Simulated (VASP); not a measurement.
# HfC (P6_3/mmc) in VASP: a series of runs

Runs on HfC. Level: PBE. Tasks: single point.

Everything below comes from runs of VASP 6.6.1. Logs are shortened: lines on timing, memory, paths and dates and some standing lists are left out, and cuts for length are marked.

## 1. Starting point

Symmetry: P6_3/mmc, No. 194, hexagonal system. Conventional cell: a = 3.343 Å, b = 3.343 Å, c = 5.203 Å, α = 90.00°, β = 90.00°, γ = 120.00°. Hf (site symmetry -6m2) has 6 C at 2.33 Å as nearest neighbours. C (site symmetry -3m) has 6 Hf at 2.33 Å and 2 C at 2.60 Å as nearest neighbours.

The cell comes from a database or a generator and needn't be the stable form of this composition.

## 2. Single point, PBE

Contents of INCAR:

```
SYSTEM = HfC
  PREC = Accurate
  ENCUT = 450
  EDIFF = 1E-6
  ISMEAR = 0
  SIGMA = 0.02
  LREAL = .FALSE.
  LASPH = .TRUE.
  NELM = 100
  ALGO = Normal
  ISIF = 2
  LWAVE = .FALSE.
  LCHARG = .TRUE.
  GGA = PE
  LELF = .TRUE.
  LVHAR = .TRUE.
```

Contents of KPOINTS:

```
regular mesh
0
G
  5 5 3
  0 0 0
```

Contents of POSCAR:

```
HfC
1.0
    3.3428660531      0.0000000000      0.0000000000
   -1.6714330265      2.8950069234      0.0000000000
    0.0000000000      0.0000000000      5.2027140000
Hf C
2 2
Direct
    0.3333333333      0.6666666667      0.2500000000
    0.6666666667      0.3333333333      0.7500000000
    0.0000000000      0.0000000000      0.5000000000
    0.0000000000      0.0000000000      0.0000000000
```

Potentials or basis: VASP PAW PBE potentials, release 64 (Hf_sv_GW, C_GW).

The run is started by

```bash
$ cat potpaw_PBE.64/Hf_sv_GW/POTCAR potpaw_PBE.64/C_GW/POTCAR > POTCAR
$ mpirun -np 1 vasp_std > vasp.out
```

OUTCAR:

```text
SYSTEM = HfC
   PREC = Accurate
   ENCUT = 450
   EDIFF = 1E-6
   ISMEAR = 0
   LREAL = .FALSE.
   LASPH = .TRUE.
   NELM = 100
   ISIF = 2
   GGA = PE

 ion  position               nearest neighbor table
   1  0.333  0.667  0.250-   3 2.33   4 2.33   3 2.33   4 2.33   3 2.33   4 2.33   2 3.24   2 3.24
                             2 3.24   2 3.24   2 3.24   2 3.24
   2  0.667  0.333  0.750-   3 2.33   4 2.33   3 2.33   4 2.33   3 2.33   4 2.33   1 3.24   1 3.24
                             1 3.24   1 3.24   1 3.24   1 3.24
   3  0.000  0.000  0.500-   1 2.33   2 2.33   1 2.33   2 2.33   2 2.33   1 2.33
   4  0.000  0.000  0.000-   1 2.33   2 2.33   1 2.33   2 2.33   2 2.33   1 2.33

  LATTYP: Found a hexagonal cell.
 ALAT       =     3.3428660531
 C/A-ratio  =     1.5563632875

  Lattice vectors:

 A1 = (   3.3428660531,   0.0000000000,   0.0000000000)
 A2 = (  -1.6714330265,   2.8950069234,   0.0000000000)
 A3 = (   0.0000000000,   0.0000000000,   5.2027140000)

Analysis of symmetry for initial positions (statically):
=====================================================================
 Subroutine PRICEL returns:
 Original cell was already a primitive cell.

 Routine SETGRP: Setting up the symmetry group for a
 hexagonal supercell.

 Subroutine GETGRP returns: Found 24 space group operations
 (whereof 12 operations were pure point group operations)
 out of a pool of 24 trial point group operations.

The static configuration has the point symmetry D_3d.
 The point group associated with its full space group is D_6h.

Analysis of symmetry for dynamics (positions and initial velocities):
=====================================================================
 Subroutine PRICEL returns:
 Original cell was already a primitive cell.

 Routine SETGRP: Setting up the symmetry group for a
 hexagonal supercell.

 Subroutine GETGRP returns: Found 24 space group operations
 (whereof 12 operations were pure point group operations)
 out of a pool of 24 trial point group operations.

The dynamic configuration has the point symmetry D_3d.
 The point group associated with its full space group is D_6h.

 Subroutine INISYM returns: Found 24 space group operations
 (whereof 12 operations are pure point group operations),
 and found     1 'primitive' translations

----------------------------------------------------------------------------------------

                                     Primitive cell

  volume of cell :      50.3499

  direct lattice vectors                    reciprocal lattice vectors
     3.342866053  0.000000000  0.000000000     0.299144502  0.172711159  0.000000000
    -1.671433026  2.895006923  0.000000000     0.000000000  0.345422317  0.000000000
     0.000000000  0.000000000  5.202714000     0.000000000  0.000000000  0.192207375

  length of vectors
     3.342866053  3.342866053  5.202714000     0.345422317  0.345422317  0.192207375

  position of ions in fractional coordinates (direct lattice)
     0.333333333  0.666666667  0.250000000
     0.666666667  0.333333333  0.750000000
     0.000000000  0.000000000  0.500000000
     0.000000000  0.000000000  0.000000000

  ion indices of the primitive-cell ions
   primitive index   ion index
                 1           1
                 2           2
                 3           3
                 4           4

----------------------------------------------------------------------------------------

 KPOINTS: regular mesh

Automatic generation of k-mesh.
 Grid dimensions read from file:
 generate k-points for:    5    5    3

 Generating k-lattice:

  Cartesian coordinates                     Fractional coordinates (reciprocal lattice)
     0.059828900  0.034542232  0.000000000     0.200000000  0.000000000  0.000000000
     0.000000000  0.069084463  0.000000000     0.000000000  0.200000000  0.000000000
     0.000000000  0.000000000  0.064069125     0.000000000  0.000000000  0.333333333

  Length of vectors
     0.069084463  0.069084463  0.064069125

  Shift w.r.t. Gamma in fractional coordinates (k-lattice)
     0.000000000  0.000000000  0.000000000

 Subroutine IBZKPT returns following result:
 ===========================================

 Found     10 irreducible k-points:

 Following reciprocal coordinates:
            Coordinates               Weight
  0.000000  0.000000  0.000000      1.000000
  0.200000  0.000000  0.000000      6.000000
  0.400000 -0.000000  0.000000      6.000000
  0.200000  0.200000  0.000000      6.000000
  0.400000  0.200000  0.000000      6.000000
  0.000000  0.000000  0.333333      2.000000
  0.200000  0.000000  0.333333     12.000000
  0.400000 -0.000000  0.333333     12.000000
  0.200000  0.200000  0.333333     12.000000
  0.400000  0.200000  0.333333     12.000000
   k-points           NKPTS =     10   k-points in BZ     NKDIM =     10   number of bands    NBANDS=     20
   number of dos      NEDOS =    301   number of ions     NIONS =      4
   total plane-waves  NPLWV =  20736
   dimension x,y,z NGX =    24 NGY =   24 NGZ =   36
   dimension x,y,z NGXF=    48 NGYF=   48 NGZF=   72
   ions per type =               2   2
   NGX,Y,Z   is equivalent  to a cutoff of  11.94, 11.94, 11.50 a.u.
   NGXF,Y,Z  is equivalent  to a cutoff of  23.87, 23.87, 23.01 a.u.
 SYSTEM =  HfC
   PREC   = accura    normal or accurate (medium, high low for compatibility)
   ISTART =      0    job   : 0-new  1-cont  2-samecut
   ICHARG =      2    charge: 1-file 2-atom 10-const
   ISPIN  =      1    spin polarized calculation?
   LNONCOLLINEAR =      F non collinear calculations
   LSORBIT =      F    spin-orbit coupling
   LASPH  =      T    aspherical Exc in radial PAW
   ENCUT  =  450.0 eV  33.07 Ry    5.75 a.u.   5.78  5.78  9.00*2*pi/ulx,y,z
   NELM   =    100;   NELMIN=  2; NELMDL= -5     # of ELM steps
   EDIFF  = 0.1E-05   stopping-criterion for ELM
   LREAL  =      F    real-space projection
   EDIFFG = 0.1E-04   stopping-criterion for IOM
   NSW    =      0    number of steps for IOM
   IBRION =     -1    ionic relax: 0-MD 1-quasi-New 2-CG
   NFREE  =      0    steps in history (QN), initial steepest desc. (CG)
   ISIF   =      2    stress and relaxation
   ISYM   =      2    0-nonsym 1-usesym 2-fastsym
   POTIM  = 0.5000    time-step for ionic-motion
   TEBEG  =    0.0;   TEEND  =   0.0 temperature during run
   PSTRESS=    0.0 pullay stress
   NELECT =      32.0000    total number of electrons
   NUPDOWN=      -1.0000    fix difference up-down
   EMIN   =  10.00;   EMAX   =-10.00  energy-range for DOS
   EFERMI =   0.00;   METHOD = LEGACY
   ISMEAR =     0;   SIGMA  =   0.02  broadening in eV -4-tet -1-fermi 0-gaus
   EFERMI_NEDOS =   21; number of points for ismear=-14 and -15
   IALGO  =     38    algorithm
   IMIX   =      4    mixing-type and parameters
     AMIX     =   0.40;   BMIX     =  1.00
     AMIX_MAG =   1.60;   BMIX_MAG =  1.00
  volume/ion in A,a.u.               =      12.59        84.94
  Fermi-wavevector in a.u.,A,eV,Ry     =   1.407533  2.659852 26.955178  1.981150
  Thomas-Fermi vector in A             =   2.529783
   LORBIT       =      0    0 simple, 1 ext, 2 COOP (PROOUT), +10 PAW based schemes
   GGA     = PE    functional components
   LHFCALC =     F    Hartree Fock is set to
   AEXX    =    0.0000 exact exchange contribution
   IVDW    =     0    specifies the selected vdW correction
   LEPSILON=     F    determine dielectric tensor
   LRPA    =     F    only Hartree local field effects (RPA)
 non-spin polarized calculation
 Gauss-broadening in eV      SIGMA  =   0.02
  energy-cutoff  :      450.00
  volume of cell :       50.35
 maximum number of plane-waves:      1098
 NGX is ok and might be reduce to    24
   NGX = 11   NGY = 11   NGZ = 17

 number of electron      31.9999988 magnetization

 Free energy of the ion-electron system (eV)
  ---------------------------------------------------
  ext. energy  EPLUGINS =         0.00000000
  ---------------------------------------------------
  free energy    TOTEN  =       -46.91402166 eV

  energy without entropy =      -46.91332784  energy(sigma->0) =      -46.91367475

 E-fermi :   9.8552     XC(G=0): -12.6604

 val. band max:        9.6087635966   @ k =   0.4000   0.2000   0.0000
 cond. band min:       9.8747554819   @ k =   0.2000   0.2000   0.3333
 fundamental gap:      0.2659918853
 Fermi energy:         9.8551969913

 k-point     1 :       0.0000    0.0000    0.0000
  band No.  band energies     occupation
      1     -51.6377      2.00000
      2     -51.5889      2.00000
      3     -20.7570      2.00000
      4     -20.1828      2.00000
      5     -20.1828      2.00000
      6     -20.0923      2.00000
[... 12 lines left out ...]
     19      11.7822      0.00000
     20      11.7822      0.00000

 k-point     2 :       0.2000    0.0000    0.0000
  band No.  band energies     occupation
      1     -51.6261      2.00000
      2     -51.5852      2.00000
      3     -20.6683      2.00000
      4     -20.3505      2.00000
      5     -20.2449      2.00000
      6     -20.2423      2.00000
[... 12 lines left out ...]
     19      12.2884      0.00000
     20      13.4340      0.00000

 k-point     3 :       0.4000   -0.0000    0.0000
  band No.  band energies     occupation
      1     -51.6044      2.00000
      2     -51.5825      2.00000
      3     -20.6233      2.00000
      4     -20.4791      2.00000
      5     -20.4698      2.00000
      6     -20.3252      2.00000
[... 12 lines left out ...]
     19      14.0818      0.00000
     20      14.8110      0.00000

 k-point     4 :       0.2000    0.2000    0.0000
  band No.  band energies     occupation
      1     -51.6091      2.00000
      2     -51.5825      2.00000
      3     -20.5248      2.00000
      4     -20.5138      2.00000
      5     -20.4561      2.00000
      6     -20.2792      2.00000
[... 107 lines left out ...]
 k-point     9 :       0.2000    0.2000    0.3333
  band No.  band energies     occupation
      1     -51.6025      2.00000
      2     -51.5892      2.00000
      3     -20.5987      2.00000
      4     -20.5435      2.00000
      5     -20.3228      2.00000
      6     -20.2970      2.00000
[... 12 lines left out ...]
     19      14.3482      0.00000
     20      14.5526      0.00000

 k-point    10 :       0.4000    0.2000    0.3333
  band No.  band energies     occupation
      1     -51.5922      2.00000
      2     -51.5871      2.00000
      3     -20.6533      2.00000
      4     -20.5853      2.00000
      5     -20.4403      2.00000
      6     -20.3305      2.00000
[... 12 lines left out ...]
     19      13.5984      0.00000
     20      14.5842      0.00000

------------------------ aborting loop because EDIFF is reached ----------------------------------------

  FORCE on cell =-STRESS in cart. coord.  units (eV):
  Direction    XX          YY          ZZ          XY          YZ          ZX
  --------------------------------------------------------------------------------------
  -------------------------------------------------------------------------------------
  Total       -1.0123097     -1.0123097      0.3175332     -0.0000000      0.0000000      0.0000000
  in kB      -32.2125767    -32.2125767     10.1041822     -0.0000000      0.0000000      0.0000000
  external PRESSURE =     -18.1069904 kB  Pullay stress =       0.0000000 kB

 VOLUME and BASIS-vectors are now :
 -----------------------------------------------------------------------------
  energy-cutoff  :      450.00
  volume of cell :       50.35
      direct lattice vectors                 reciprocal lattice vectors
     3.342866053  0.000000000  0.000000000     0.299144502  0.172711159  0.000000000
    -1.671433026  2.895006923  0.000000000     0.000000000  0.345422317  0.000000000
     0.000000000  0.000000000  5.202714000     0.000000000  0.000000000  0.192207375

 POSITION                                       TOTAL-FORCE (eV/Angst)
 -----------------------------------------------------------------------------------
     -0.00000      1.93000      1.30068        -0.000000      0.000000      0.000000
      1.67143      0.96500      3.90204         0.000000      0.000000      0.000000
      0.00000      0.00000      2.60136        -0.000000      0.000000      0.000000
      0.00000      0.00000      0.00000        -0.000000      0.000000      0.000000
 -----------------------------------------------------------------------------------
    total drift:                               -0.000000      0.000000     -0.000000

  FREE ENERGIE OF THE ION-ELECTRON SYSTEM (eV)
  ---------------------------------------------------
  free  energy   TOTEN  =       -46.9140216573 eV

  energy  without entropy=      -46.9133278427  energy(sigma->0) =      -46.91367475
```

It took 12 s on 1 thread of Intel Xeon Platinum 8488C (Sapphire Rapids), shared host; peak memory 0.15 GiB.

Results:

* Free energy: -46.9140 eV
* Band gap on the k mesh: none (metal or under the smearing width)

Caveat: the k mesh is coarse (spacing up to 0.43 Å⁻¹), so the values aren't converged; the cutoff is under 1.25 times the usual one of these potentials, so pressure, stress and relaxed cells hold a basis-set (Pulay) error.

## 3. Single point, PBE

Contents of INCAR:

```
SYSTEM = HfC
PREC = Accurate ; ENCUT = 500
EDIFF = 1E-7 ; ISMEAR = 0
SIGMA = 0.02 ; LREAL = .FALSE.
LASPH = .TRUE. ; NELM = 100
ALGO = Normal ; ISIF = 2
LWAVE = .FALSE. ; LCHARG = .TRUE.
GGA = PE ; LELF = .TRUE.
LVHAR = .TRUE. ; NBANDS = 24
```

Contents of KPOINTS:

```
Automatic mesh
0
G
  5 5 3
  0 0 0
```

POSCAR is that of step 2.

Potentials or basis: VASP PAW PBE potentials, release 64 (Hf_sv_GW, C_GW).

The run is started by

```bash
$ cat potpaw_PBE.64/Hf_sv_GW/POTCAR potpaw_PBE.64/C_GW/POTCAR > POTCAR
$ mpirun -np 1 vasp_std > vasp.out
```

OUTCAR:

```text
SYSTEM = HfC
   PREC = Accurate
   ENCUT = 500
   EDIFF = 1E-7
   ISMEAR = 0
   LREAL = .FALSE.
   LASPH = .TRUE.
   NELM = 100
   ISIF = 2
   GGA = PE

 ion  position               nearest neighbor table
   1  0.333  0.667  0.250-   3 2.33   4 2.33   3 2.33   4 2.33   3 2.33   4 2.33   2 3.24   2 3.24
                             2 3.24   2 3.24   2 3.24   2 3.24
   2  0.667  0.333  0.750-   3 2.33   4 2.33   3 2.33   4 2.33   3 2.33   4 2.33   1 3.24   1 3.24
                             1 3.24   1 3.24   1 3.24   1 3.24
   3  0.000  0.000  0.500-   1 2.33   2 2.33   1 2.33   2 2.33   2 2.33   1 2.33
   4  0.000  0.000  0.000-   1 2.33   2 2.33   1 2.33   2 2.33   2 2.33   1 2.33
[... 459 lines left out ...]
  -------------------------------------------------------------------------------------
  Total       -0.7536366     -0.7536366      0.5739888     -0.0000000      0.0000000      0.0000000
  in kB      -23.9813717    -23.9813717     18.2648218     -0.0000000      0.0000000      0.0000000
  external PRESSURE =      -9.8993072 kB  Pullay stress =       0.0000000 kB

 VOLUME and BASIS-vectors are now :
 -----------------------------------------------------------------------------
  energy-cutoff  :      500.00
  volume of cell :       50.35
      direct lattice vectors                 reciprocal lattice vectors
     3.342866053  0.000000000  0.000000000     0.299144502  0.172711159  0.000000000
    -1.671433026  2.895006923  0.000000000     0.000000000  0.345422317  0.000000000
     0.000000000  0.000000000  5.202714000     0.000000000  0.000000000  0.192207375

 POSITION                                       TOTAL-FORCE (eV/Angst)
 -----------------------------------------------------------------------------------
     -0.00000      1.93000      1.30068         0.000000      0.000000      0.000000
      1.67143      0.96500      3.90204        -0.000000      0.000000      0.000000
      0.00000      0.00000      2.60136         0.000000      0.000000      0.000000
      0.00000      0.00000      0.00000         0.000000      0.000000      0.000000
 -----------------------------------------------------------------------------------
    total drift:                               -0.000000      0.000000     -0.000000

  FREE ENERGIE OF THE ION-ELECTRON SYSTEM (eV)
  ---------------------------------------------------
  free  energy   TOTEN  =       -46.9296019994 eV

  energy  without entropy=      -46.9289081848  energy(sigma->0) =      -46.92925509
```

OSZICAR:

```text
N       E                     dE             d eps       ncg     rms          rms(c)
DAV:   1     0.262644217483E+03    0.26264E+03   -0.18213E+04   480   0.129E+03
DAV:   2    -0.341406274560E+02   -0.29678E+03   -0.27615E+03   632   0.397E+02
DAV:   3    -0.548148584140E+02   -0.20674E+02   -0.20408E+02   624   0.110E+02
DAV:   4    -0.552400961663E+02   -0.42524E+00   -0.42495E+00   592   0.174E+01
DAV:   5    -0.552514522343E+02   -0.11356E-01   -0.11353E-01   672   0.232E+00    0.114E+02
DAV:   6    -0.473220937252E+02    0.79294E+01   -0.36032E+01   704   0.316E+01    0.760E+01
DAV:   7    -0.470786646263E+02    0.24343E+00   -0.38033E+00   664   0.116E+01    0.461E+01
DAV:   8    -0.470774076581E+02    0.12570E-02   -0.41290E-01   632   0.452E+00    0.249E+01
DAV:   9    -0.469349199336E+02    0.14249E+00   -0.56182E-01   656   0.469E+00    0.217E+01
DAV:  10    -0.469356332274E+02   -0.71329E-03   -0.10900E-02   640   0.553E-01    0.174E+01
DAV:  11    -0.469302864610E+02    0.53468E-02   -0.11595E-02   624   0.650E-01    0.114E+01
DAV:  12    -0.469296077520E+02    0.67871E-03   -0.33637E-03   704   0.335E-01    0.287E+00
DAV:  13    -0.469296152476E+02   -0.74956E-05   -0.96864E-05   584   0.564E-02    0.183E+00
DAV:  14    -0.469296125664E+02    0.26812E-05   -0.99918E-06   624   0.304E-02    0.288E-01
DAV:  15    -0.469296032454E+02    0.93210E-05   -0.17894E-05   672   0.239E-02    0.101E-01
DAV:  16    -0.469296020908E+02    0.11546E-05   -0.65556E-06   712   0.147E-02    0.245E-02
DAV:  17    -0.469296019813E+02    0.10956E-06   -0.21419E-07   496   0.269E-03    0.172E-02
DAV:  18    -0.469296019994E+02   -0.18075E-07   -0.82639E-09   368   0.821E-04
   1 F= -.46929602E+02 E0= -.46929255E+02  d E =-.693815E-03
```

Wall time 25 s (1 thread of Intel Xeon Platinum 8259CL at 2.50GHz (Skylake/Cascade Lake), shared host); peak memory 0.16 GiB.

What came out:

- Free energy: -46.9296 eV
- Pressure: -1.0 GPa
- Band gap on the k mesh: none (metal or under the smearing width)

Stress tensor (GPa, compression positive):
```
-2.40  0.00  0.00
 0.00 -2.40  0.00
 0.00  0.00  1.83
```

Caveat: the k mesh is coarse (spacing up to 0.43 Å⁻¹), so the values aren't converged; the cutoff is under 1.25 times the usual one of these potentials, so pressure, stress and relaxed cells hold a basis-set (Pulay) error. The run has no spin-orbit coupling, so splittings on Hf are missing.

## 4. The reference run

An earlier run on the cell as given: functional PBEsol; potentials or basis VASP PAW PBE potentials, release 64 (Hf_pv, C); cutoff 520 eV; k mesh 9 × 9 × 5; occupations fermi-dirac, width 0.05 eV; no spin polarisation.

- Pressure: -7.9 GPa
- Band gap on the k mesh: none (metal or under the smearing width)

## 5. Overview

```tsv
level	potentials or basis	k mesh	cutoff (eV)	smearing	ladder	mesh quality	gap on the mesh (eV)	pressure (GPa)
PBE	VASP PAW PBE potentials, release 64 (Hf_sv_GW, C_GW)	5 × 5 × 3	450	gaussian 0.02 eV	-	coarse	none	-
PBE	VASP PAW PBE potentials, release 64 (Hf_sv_GW, C_GW)	5 × 5 × 3	500	gaussian 0.02 eV	-	coarse	none	-1.0
PBEsol	VASP PAW PBE potentials, release 64 (Hf_pv, C)	9 × 9 × 5	520	fermi-dirac 0.05 eV	free	not flagged	none	-7.9
```

Alike in all rows: task single point; no spin polarisation; cell as given.

Caveats: some runs use coarse meshes; the cutoff is under 1.25 times the usual one of these potentials, so pressure, stress and relaxed cells hold a basis-set (Pulay) error (some runs); the PAW data sets were made with another functional, which shifts forces and pressure a little (some runs).

Total energies depend on the potentials used, so only differences within one code and one set of settings carry meaning.
